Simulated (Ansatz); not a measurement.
Structure types of Ag were relaxed at one common pressure (all-electron LAPW in Ansatz 0.2.0 under PBE, scalar-relativistic, no spin polarisation, zero temperature). They take these volumes:

| type | space group | V (Å³/atom) |
| --- | --- | --- |
| fcc | Fm-3m | 14.67 |
| bcc | Im-3m | 14.74 |
| hcp | P6_3/mmc | 14.70 |
| beta tin | I4_1/amd | 15.81 |
| diamond | Fd-3m | 20.85 |
| omega | P6/mmm | 14.91 |

Question: At about which pressure, and is the densest type also the lowest in enthalpy?

Answer: 31 GPa. The densest is fcc, and it is also the lowest in enthalpy among these.
